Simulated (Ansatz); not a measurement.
CuO:

```xyz
8
Lattice="-2.3418 1.7113 0.0000 0.8500 0.0000 -5.0579 -2.3418 -5.1339 0.0000" Properties=species:S:1:pos:R:3 pbc="T T T"
Cu   -1.1500   -0.8247   -0.0030
Cu   -3.4919   -2.5360   -0.0030
Cu   -3.0669   -0.8247   -2.5320
Cu   -3.0669   -4.2473   -2.5320
O    -1.6834   -0.2483   -3.7964
O    -1.6834   -3.6709   -3.7964
O    -2.1084    0.3103   -1.2675
O    -2.2756   -3.3602   -1.2432
```

Base run:

```yaml
Program: Ansatz 0.2.0
Functional: LDA
Potentials_or_basis: Ansatz PAW
Cutoff: 420 eV
Density_cutoff: 1680 eV
k_mesh: 9 × 5 × 5
Occupations: fermi-dirac, width 0.05 eV
Spin: no spin polarisation
```

Its results: band gap on the k mesh none (metal or under the smearing width); pressure -6.5 GPa; largest force 2.318 eV/Å.

Problem. The run is repeated on the same cell with these changes: functional from LDA to r2SCAN; cutoff from 420 eV to 500 eV; density cutoff from 1680 eV to 2000 eV. What comes out?

Solution. Band gap on the k mesh none (metal or under the smearing width); pressure 1.9 GPa; largest force 2.584 eV/Å.

Caveats: the run has no spin polarisation, though such a crystal can be magnetic; semilocal functionals often make such compounds metallic where correlation or magnetic order opens a gap, which also shifts bond lengths; the PAW data sets come from PBE, with cores solved anew for the run's functional, which leaves a small shift of forces and pressure; forces of over 1 eV/Å show positions far from the minimum, so gaps and moduli don't describe the material at rest.

Not every run made on this cell is shown here.
